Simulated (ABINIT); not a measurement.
The system is GaSb.

```
Sb Ga
1.0
    -2.75343    2.75343    1.59071
     2.75343   -2.75343    1.59071
     2.75343    2.75343   -1.59071
Sb Ga
1 1
Direct
  0.00000 0.00000 0.00000
  0.75000 0.25000 0.50000
```

Measurements of this composition are mostly on another form, of space group No. 216.

- Program: ABINIT 10.8.3 (patched build)
- Task: relaxation of cell and atoms
- Functional: PBEsol
- Potentials or basis: JTH PAW PBE v2.0
- Cutoff: 463 eV
- k mesh: 10 × 10 × 10
- Occupations: fermi-dirac, width 0.05 eV
- Spin: no spin polarisation

At the start: pressure -2.8 GPa; volume 24.12 Å³/atom.

Task: How do energy, volume and symmetry change on relaxing?

Result: Over 8 steps the energy falls by 12.4 meV/atom and the volume is 22.87 Å³/atom (-5.2 %); space group I-4m2 (No. 119, to 0.05 Å).

Step by step:
```
step  energy change (eV)  largest force (eV/Å)  pressure (GPa)  volume (Å³)
   1              0.0000                0.0000           -2.84        48.24
   2             -0.0070                0.0000           -2.42        47.82
   3             -0.0238                0.0000            0.28        45.55
   4             -0.0240                0.0000            0.04        45.73
   5             -0.0242                0.0000           -0.04        45.79
   6             -0.0246                0.0000           -0.16        45.86
   7             -0.0247                0.0000           -0.08        45.79
   8             -0.0247                0.0000            0.00        45.73
```

Final structure:
```yaml
crystal:
  lattice:
    - [-2.71850, 2.71850, 1.54700]
    - [2.71850, -2.71850, 1.54700]
    - [2.71850, 2.71850, -1.54700]
  atoms:
    - { symbol: Sb, position: [0.00000, 0.00000, 0.00000] }
    - { symbol: Ga, position: [0.75000, 0.25000, 0.50000] }
```

Caveat: the PAW data sets were made with another functional, which shifts forces and pressure a little.
